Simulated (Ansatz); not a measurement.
# Electric field gradients in Se

Level of theory: DFT LDA, scalar-relativistic, plane waves, PAW (Ansatz). Cutoff 420 eV, 12×12×8 k-points (Γ-centred), fixed occupations. No spin polarisation.

Equilibrium structure at this level:
```
Se
1.0
     3.94594    0.00000    0.00000
    -1.97297    3.41728    0.00000
     0.00000    0.00000    5.12031
Se
3
Direct
  0.25550 0.00000 0.16667
  0.00000 0.25550 0.83333
  0.74450 0.74450 0.50000
```

Task: Give V_zz (10²¹ V/m²) and the asymmetry η at each distinct site.

Result:
| atom | V_zz | η |
| --- | --- | --- |
| Se (atom 1) | -42.86 | 0.34 |

Cost: 1 run of about 1.9 core-minutes, on Intel Xeon Processor @ 2.50GHz (Skylake/Cascade Lake) (shared hosts).